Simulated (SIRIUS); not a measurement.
# Sb (Pm-3m) in SIRIUS: convergence with wave cutoff

Aim: find how far wave cutoff must go before the results for Sb settle, at PBE. This setting moves, with any that are tied to it; all else stays.

Program: SIRIUS 7.10.0. These are calculated values, not measurements. Logs are shortened: lines on timing, memory, paths and dates and some standing lists are left out, and cuts for length are marked. The log counts tension as positive stress, the text compression.

## Step 1: The structure

The structure is cubic, space group Pm-3m (No. 221). The conventional cell has a = 3.160 Å, b = 3.160 Å, c = 3.160 Å, α = 90.00°, β = 90.00°, γ = 90.00°. Sb (site symmetry m-3m) has 6 Sb at 3.16 Å as nearest neighbours.

This isn't the form of Sb at room conditions, which is rhombohedral.

## Step 2: With wave cutoff 139.3 eV

Contents of sirius.json:

```json
{
  "control": {
    "processing_unit": "cpu",
    "verbosity": 2,
    "num_bands_to_print": 14,
    "print_forces": true,
    "print_stress": true
  },
  "parameters": {
    "electronic_structure_method": "pseudopotential",
    "xc_functionals": ["XC_GGA_X_PBE", "XC_GGA_C_PBE"],
    "gk_cutoff": 3.2,
    "pw_cutoff": 10.0,
    "ngridk": [8, 8, 8],
    "shiftk": [0, 0, 0],
    "smearing": "fermi_dirac",
    "smearing_width": 0.0018374661,
    "num_bands": 14,
    "num_mag_dims": 0,
    "num_dft_iter": 100,
    "energy_tol": 1e-08,
    "density_tol": 1e-06
  },
  "iterative_solver": {
    "type": "davidson",
    "min_tolerance": 1e-10
  },
  "mixer": {
    "type": "anderson",
    "beta": 0.7,
    "max_history": 8
  },
  "settings": {
    "tol_ne": 1e-10
  },
  "unit_cell": {
    "lattice_vectors": [
      [5.971534553817, 0.0, 0.0],
      [0.0, 5.971534553817, 0.0],
      [0.0, 0.0, 5.971534553817]
    ],
    "atom_coordinate_units": "lattice",
    "atom_types": ["Sb"],
    "atom_files": {
      "Sb": "Sb.json"
    },
    "atoms": {
      "Sb": [
        [0.0, 0.0, 0.0]
      ]
    }
  }
}
```

Potentials or basis: JTH 2.0 PBE (PAW).

On the command line:

```
upf_to_json Sb.GGA_PBE-JTH.UPF
OMP_NUM_THREADS=1 sirius.scf --input=sirius.json --output=out.json --task=0
```

The log of the run:

```text
[info] SIRIUS version : 7.10.0
[info] number of MPI ranks           : 1
[info] MPI grid                      : 1 1
[info] maximum number of OMP threads : 1
[fft] FFT context for density and potential
[fft] =====================================
[fft]   comm size                             : 1
[fft]   plane wave cutoff                     : 10
[fft]   grid size                             : 24 24 24   total : 13824
[fft]   grid limits                           : -11 12   -11 12   -11 12
[fft]   number of G-vectors within the cutoff : 1848
[fft]   local number of G-vectors             : 1848
[fft]   number of G-shells                    : 128
[fft] FFT context for coarse grid
[fft] =====================================
[fft]   comm size                             : 1
[fft]   plane wave cutoff                     : 6.4
[fft]   grid size                             : 15 15 15   total : 3375
[fft]   grid limits                           : -7 7   -7 7   -7 7
[fft]   number of G-vectors within the cutoff : 463
[fft]   local number of G-vectors             : 463
[fft]   number of G-shells                    : 42
[unit cell] lattice vectors
[unit cell]   a1 :       5.9715345538      0.0000000000      0.0000000000
[unit cell]   a2 :       0.0000000000      5.9715345538      0.0000000000
[unit cell]   a3 :       0.0000000000      0.0000000000      5.9715345538
[unit cell] reciprocal lattice vectors
[unit cell]   b1 :       1.0521893913      0.0000000000      0.0000000000
[unit cell]   b2 :       0.0000000000      1.0521893913      0.0000000000
[unit cell]   b3 :       0.0000000000      0.0000000000      1.0521893913
[unit cell] unit cell volume :       212.94029382 [a.u.^3]
[unit cell] 1/sqrt(omega)    :         0.06852848
[unit cell] MT volume        :         0.00000000 ( 0.00%)
[unit cell] IT volume        :       212.94029382 (100.00%)
[unit cell] number of atom types : 1
[unit cell] type id : 0 symbol : Sb mt_radius :  14.964405 num_atoms : 1
[unit cell] total number of atoms : 1
[unit cell] number of symmetry classes : 1
[unit cell] number of PAW atoms : 1
[unit cell] PAW atoms : 0
[unit cell] atom id  type id  class id             position                      vector_field
[unit cell] ------------------------------------------------------------------------------------------
[unit cell]      0        0        0      0.00000   0.00000   0.00000      0.00000   0.00000   0.00000
[unit cell] atom id         position (Cartesian, a.u.)
[unit cell] ---------------------------------------------
[unit cell]      0       0.000000    0.000000    0.000000
[unit cell] class id : 0 atom id : 0
[unit cell] minimum bond length:     5.971535
[unit cell] total number of pseudo wave-functions: 18
[sym] space group number   : 221
[sym] international symbol : Pm-3m
[sym] Hall symbol          : -P 4 2 3
[sym] space group transformation matrix :
[sym]   1.0000  0.0000  0.0000
[sym]   0.0000  1.0000  0.0000
[sym]   0.0000  0.0000  1.0000
[sym] space group origin shift :
[sym]   0.0000  0.0000  0.0000
[sym] number of space group operations  : 48
[sym] number of magnetic group operations : 48
[sym] metric tensor error: 0.0000e+00
[sym] rotation matrix error: 0.0000e+00
[sym] symmetry operations
[... 332 lines left out ...]
[diagonalize] ik:    2   -0.748004   -0.747779   -0.747779   -0.747300   -0.741062   -0.066804    0.274899    0.481992    0.481992    0.631512    0.655278    0.840599    0.881561    0.881561
[diagonalize] ik:    3   -0.752004   -0.748823   -0.747984   -0.747984   -0.737826   -0.035116    0.189810    0.507021    0.507021    0.663219    0.691316    0.809245    0.809245    0.812075
[diagonalize] ik:    4   -0.749201   -0.749182   -0.748438   -0.748438   -0.716537   -0.015128    0.152181    0.519809    0.519809    0.689023    0.728482    0.765417    0.780367    0.780367
[diagonalize] ...
[diagonalize] ik:   30   -0.755577   -0.752608   -0.751554   -0.743708   -0.743708    0.100904    0.247996    0.247996    0.420460    0.463342    0.629260    0.629260    0.737274    1.058409
[diagonalize] ik:   31   -0.756301   -0.756301   -0.749023   -0.749023   -0.748415    0.091288    0.292414    0.292414    0.316951    0.540481    0.571736    0.571736    0.733150    1.133122
[diagonalize] ik:   32   -0.753922   -0.751170   -0.748992   -0.748869   -0.741382    0.113725    0.259263    0.305535    0.325945    0.517390    0.542691    0.586264    0.693551    1.153985
[diagonalize] ik:   33   -0.757338   -0.756094   -0.751526   -0.751526   -0.750992    0.135555    0.272638    0.272638    0.330268    0.498805    0.556206    0.556206    0.652011    1.209750
[diagonalize] ik:   34   -0.757987   -0.757987   -0.757987   -0.756698   -0.756698    0.158806    0.285482    0.285482    0.285482    0.527274    0.527274    0.527274    0.606841    1.290718
[find] Charges and magnetic moments
[find] --------------------------------------------------------------------------------
[find] total charge          : 15.000000
[find] Energy
[find] --------------------------------------------------------------------------------
[find] valence_eval_sum               :      -6.69709372
[find] <rho|V^{XC}>                   :     -11.93101429
[find] <rho|E^{XC}>                   :      -9.64794467
[find] <mag|B^{XC}>                   :       0.00000000
[find] <rho|V^{H}>                    :      47.49026087
[find] one-electron contribution      :     -38.12343734 (Ha),     -76.24687468 (Ry)
[find] hartree contribution           :      23.74513044
[find] xc contribution                :      -9.64794467
[find] ewald contribution             :     -53.45292128
[find] PAW contribution               :    -160.29054925
[find] smearing (-TS)                 :      -0.00026726
[find] SCF correction                 :       0.00000003
[find] Total energy                   :    -237.76972207 (Ha),    -475.53944415 (Ry)
[find] Free energy (E-TS)             :    -237.76998934 (Ha),    -475.53997867 (Ry)
[find] band gap (eV)                  :       0.00000000
[find] Efermi                         :       0.33946156
[find] iteration : 19, RMS : 4.198313300770e-08, energy difference : -3.439026841079e-12
[find] Hartree energy of density residual : 5.591440590802e-16
[find] bands are converged : true
[find] iterative solver converged : true
[find] converged after 20 SCF iterations!
[find] Charges and magnetic moments
[find] --------------------------------------------------------------------------------
[find] total charge          : 15.000000
[find] Energy
[find] --------------------------------------------------------------------------------
[find] valence_eval_sum               :      -6.69709372
[find] <rho|V^{XC}>                   :     -11.93101429
[find] <rho|E^{XC}>                   :      -9.64794467
[find] <mag|B^{XC}>                   :       0.00000000
[find] <rho|V^{H}>                    :      47.49026087
[find] one-electron contribution      :     -38.12343734 (Ha),     -76.24687468 (Ry)
[find] hartree contribution           :      23.74513044
[find] xc contribution                :      -9.64794467
[find] ewald contribution             :     -53.45292128
[find] PAW contribution               :    -160.29054925
[find] smearing (-TS)                 :      -0.00026726
[find] SCF correction                 :       0.00000003
[find] Total energy                   :    -237.76972207 (Ha),    -475.53944415 (Ry)
[find] Free energy (E-TS)             :    -237.76998934 (Ha),    -475.53997867 (Ry)
[find] band gap (eV)                  :       0.00000000
[find] Efermi                         :       0.33946156
[ground_state] === stress tensor components [kbar] ===
[ground_state] === stress_kin ===
[ground_state] -4051.550496    0.000000    0.000000
[ground_state]     0.000000-4051.550496    0.000000
[ground_state]     0.000000    0.000000-4051.550496
[ground_state] === stress_har ===
[ground_state] -10935.863016    0.000000    0.000000
[ground_state]     0.000000-10935.863016    0.000000
[ground_state]     0.000000    0.000000-10935.863016
[ground_state] === stress_ewald ===
[ground_state] 24617.840130    0.000000    0.000000
[ground_state]     0.00000024617.840130    0.000000
[ground_state]     0.000000    0.00000024617.840130
[ground_state] === stress_vloc ===
[ground_state] -2723.326354    0.000000    0.000000
[ground_state]     0.000000-2723.326354   -0.000000
[ground_state]     0.000000   -0.000000-2723.326354
[ground_state] === stress_xc ===
[ground_state]  3291.643026    0.000000   -0.000000
[ground_state]     0.000000 3291.643026   -0.000000
[ground_state]    -0.000000   -0.000000 3291.643026
[ground_state] === stress_core ===
[ground_state]   661.609224    0.000000    0.000000
[ground_state]     0.000000  661.609224    0.000000
[ground_state]     0.000000    0.000000  661.609224
[ground_state] === stress_nonloc ===
[ground_state] -1237.748294    0.000000    0.000000
[ground_state]     0.000000-1237.748294    0.000000
[ground_state]     0.000000    0.000000-1237.748294
[ground_state] === stress_us ===
[ground_state] -8373.728038    0.000000   -0.000000
[ground_state]     0.000000-8373.728038   -0.000000
[ground_state]    -0.000000   -0.000000-8373.728038
[ground_state] === stress_us_nl ===
[ground_state] -9611.476332    0.000000   -0.000000
[ground_state]     0.000000-9611.476332    0.000000
[ground_state]    -0.000000    0.000000-9611.476332
[ground_state] === stress_total ===
[ground_state]  1248.876182    0.000000    0.000000
[ground_state]     0.000000 1248.876182    0.000000
[ground_state]     0.000000    0.000000 1248.876182
[ground_state] ==== total Forces in Ha/bohr =====
[ground_state] atom:    0, force:       0.0000000      0.0000000      0.0000000
[ground_state] ==== ultrasoft contribution from Qij =====
[ground_state] atom:    0, force:       0.0000000      0.0000000      0.0000000
[ground_state] ==== non-local contribution from Beta-projector =====
[ground_state] atom:    0, force:       0.0000000      0.0000000      0.0000000
[ground_state] ==== contribution from local potential =====
[ground_state] atom:    0, force:       0.0000000      0.0000000      0.0000000
[ground_state] ==== contribution from core density =====
[ground_state] atom:    0, force:       0.0000000      0.0000000      0.0000000
[ground_state] ==== Ewald forces from ions =====
[ground_state] atom:    0, force:       0.0000000      0.0000000      0.0000000
[~DFT_ground_state] local op. applied: 20454
[~DFT_ground_state] evp. work count: 5810.22
[~DFT_ground_state] number of iterative solver steps: 1589
```

It took 8.4 s on 1 thread of Arm Neoverse V1, shared host; peak memory 0.13 GiB.

Results:

| Item | Value |
| --- | --- |
| Free energy | -6470.0510 eV |
| Pressure | -124.9 GPa |
| Band gap on the k mesh | none (metal or under the smearing width) |

## Step 3: With wave cutoff 200.6 eV

Edit sirius.json of step 2 so:

```diff
@@ -11,4 +11,4 @@
     "xc_functionals": ["XC_GGA_X_PBE", "XC_GGA_C_PBE"],
-    "gk_cutoff": 3.2,
-    "pw_cutoff": 10.0,
+    "gk_cutoff": 3.84,
+    "pw_cutoff": 12.0,
     "ngridk": [8, 8, 8],
```

Potentials or basis: JTH 2.0 PBE (PAW).

On the command line:

```
upf_to_json Sb.GGA_PBE-JTH.UPF
OMP_NUM_THREADS=1 sirius.scf --input=sirius.json --output=out.json --task=0
```

It took 12 s on 1 thread of Arm Neoverse V1, shared host; peak memory 0.17 GiB.

Results:

- Free energy: -6473.6409 eV
- Pressure: -3.1 GPa
- Band gap on the k mesh: none (metal or under the smearing width)

## Step 4: With wave cutoff 273.1 eV

Edit sirius.json of step 3 so:

```diff
@@ -11,4 +11,4 @@
     "xc_functionals": ["XC_GGA_X_PBE", "XC_GGA_C_PBE"],
-    "gk_cutoff": 3.84,
-    "pw_cutoff": 12.0,
+    "gk_cutoff": 4.48,
+    "pw_cutoff": 14.0,
     "ngridk": [8, 8, 8],
```

On the command line:

```
upf_to_json Sb.GGA_PBE-JTH.UPF
OMP_NUM_THREADS=1 sirius.scf --input=sirius.json --output=out.json --task=0
```

Wall time 13 s (1 thread of Arm Neoverse V1, shared host); peak memory 0.19 GiB.

What came out:

```
Free energy            : -6473.8163 eV
Pressure               : -5.7 GPa
Band gap on the k mesh : none (metal or under the smearing width)
```

## Step 5: With wave cutoff 356.7 eV

Edit sirius.json of step 4 so:

```diff
@@ -11,4 +11,4 @@
     "xc_functionals": ["XC_GGA_X_PBE", "XC_GGA_C_PBE"],
-    "gk_cutoff": 4.48,
-    "pw_cutoff": 14.0,
+    "gk_cutoff": 5.12,
+    "pw_cutoff": 16.0,
     "ngridk": [8, 8, 8],
@@ -37,6 +37,7 @@
     "lattice_vectors": [
-      [5.971534553817, 0.0, 0.0],
-      [0.0, 5.971534553817, 0.0],
-      [0.0, 0.0, 5.971534553817]
+      [1.0, 0.0, 0.0],
+      [0.0, 1.0, 0.0],
+      [0.0, 0.0, 1.0]
     ],
+    "lattice_vectors_scale": 5.9715345538,
     "atom_coordinate_units": "lattice",
```

On the command line:

```
upf_to_json Sb.GGA_PBE-JTH.UPF
OMP_NUM_THREADS=1 sirius.scf --input=sirius.json --output=out.json --task=0
```

Wall time 18 s (1 thread of Arm Neoverse V1, shared host); peak memory 0.22 GiB.

What came out:

```yaml
Free_energy: -6473.9939 eV
Pressure: -2.9 GPa
Band_gap_on_the_k_mesh: none (metal or under the smearing width)
```

## Step 6: With wave cutoff 451.4 eV

Edit sirius.json of step 5 so:

```diff
@@ -11,4 +11,4 @@
     "xc_functionals": ["XC_GGA_X_PBE", "XC_GGA_C_PBE"],
-    "gk_cutoff": 5.12,
-    "pw_cutoff": 16.0,
+    "gk_cutoff": 5.76,
+    "pw_cutoff": 18.0,
     "ngridk": [8, 8, 8],
@@ -37,7 +37,6 @@
     "lattice_vectors": [
-      [1.0, 0.0, 0.0],
-      [0.0, 1.0, 0.0],
-      [0.0, 0.0, 1.0]
+      [5.971534553817, 0.0, 0.0],
+      [0.0, 5.971534553817, 0.0],
+      [0.0, 0.0, 5.971534553817]
     ],
-    "lattice_vectors_scale": 5.9715345538,
     "atom_coordinate_units": "lattice",
```

Potentials or basis: JTH 2.0 PBE (PAW).

On the command line:

```
upf_to_json Sb.GGA_PBE-JTH.UPF
OMP_NUM_THREADS=1 sirius.scf --input=sirius.json --output=out.json --task=0
```

It took 20 s on 1 thread of Arm Neoverse V1, shared host; peak memory 0.26 GiB.

The run converged. Its results:

* Free energy: -6474.0039 eV
* Pressure: -2.4 GPa
* Band gap on the k mesh: none (metal or under the smearing width)

## Step 7: With wave cutoff 557.3 eV

Edit sirius.json of step 6 so:

```diff
@@ -11,4 +11,4 @@
     "xc_functionals": ["XC_GGA_X_PBE", "XC_GGA_C_PBE"],
-    "gk_cutoff": 5.76,
-    "pw_cutoff": 18.0,
+    "gk_cutoff": 6.4,
+    "pw_cutoff": 20.0,
     "ngridk": [8, 8, 8],
```

On the command line:

```
upf_to_json Sb.GGA_PBE-JTH.UPF
OMP_NUM_THREADS=1 sirius.scf --input=sirius.json --output=out.json --task=0
```

Wall time 27 s (1 thread of Arm Neoverse V1, shared host); peak memory 0.3 GiB.

Results (log left out):

```
Free energy            : -6474.0177 eV
Pressure               : -2.3 GPa
Band gap on the k mesh : none (metal or under the smearing width)
```

## Step 8: With wave cutoff 737 eV

Edit sirius.json of step 7 so:

```diff
@@ -11,4 +11,4 @@
     "xc_functionals": ["XC_GGA_X_PBE", "XC_GGA_C_PBE"],
-    "gk_cutoff": 6.4,
-    "pw_cutoff": 20.0,
+    "gk_cutoff": 7.36,
+    "pw_cutoff": 23.0,
     "ngridk": [8, 8, 8],
```

On the command line:

```
upf_to_json Sb.GGA_PBE-JTH.UPF
OMP_NUM_THREADS=1 sirius.scf --input=sirius.json --output=out.json --task=0
```

Run time: 37 s. Hardware: 1 thread of Arm Neoverse V1, shared host; peak memory 0.37 GiB.

It converged, with:

```
Free energy            : -6474.0240 eV
Pressure               : -2.4 GPa
Band gap on the k mesh : none (metal or under the smearing width)
```

## Step 9: With wave cutoff 941.8 eV

Edit sirius.json of step 8 so:

```diff
@@ -11,4 +11,4 @@
     "xc_functionals": ["XC_GGA_X_PBE", "XC_GGA_C_PBE"],
-    "gk_cutoff": 7.36,
-    "pw_cutoff": 23.0,
+    "gk_cutoff": 8.32,
+    "pw_cutoff": 26.0,
     "ngridk": [8, 8, 8],
@@ -37,6 +37,7 @@
     "lattice_vectors": [
-      [5.971534553817, 0.0, 0.0],
-      [0.0, 5.971534553817, 0.0],
-      [0.0, 0.0, 5.971534553817]
+      [1.0, 0.0, 0.0],
+      [0.0, 1.0, 0.0],
+      [0.0, 0.0, 1.0]
     ],
+    "lattice_vectors_scale": 5.9715345538,
     "atom_coordinate_units": "lattice",
```

Potentials or basis: JTH 2.0 PBE (PAW).

On the command line:

```
upf_to_json Sb.GGA_PBE-JTH.UPF
OMP_NUM_THREADS=1 sirius.scf --input=sirius.json --output=out.json --task=0
```

It took 51 s on 1 thread of Arm Neoverse V1, shared host; peak memory 0.46 GiB.

The run converged. Its results:

- Free energy: -6474.0287 eV
- Pressure: -2.3 GPa
- Band gap on the k mesh: none (metal or under the smearing width)

## Step 10: Summary

| wave cutoff | energy less the tightest run, at zero smearing (meV/atom) | pressure (GPa) | SCF cycles | CPU time (s) | peak memory (GiB) |
| --- | --- | --- | --- | --- | --- |
| 139.3 eV | 3977.75 | -124.89 | 20 | 8.4 | 0.13 |
| 200.6 eV | 387.89 | -3.09 | 25 | 12 | 0.17 |
| 273.1 eV | 212.41 | -5.65 | 25 | 13 | 0.19 |
| 356.7 eV | 34.87 | -2.89 | 26 | 18 | 0.22 |
| 451.4 eV | 24.88 | -2.44 | 26 | 20 | 0.26 |
| 557.3 eV | 11.05 | -2.34 | 26 | 27 | 0.3 |
| 737 eV | 4.70 | -2.43 | 28 | 37 | 0.37 |
| 941.8 eV | 0.00 | -2.29 | 29 | 51 | 0.46 |

Not settled before the last step: the energy (to 1 meV/atom), the pressure (to 0.1 GPa). The tightest run that finished is the yardstick and may itself not be fully converged.
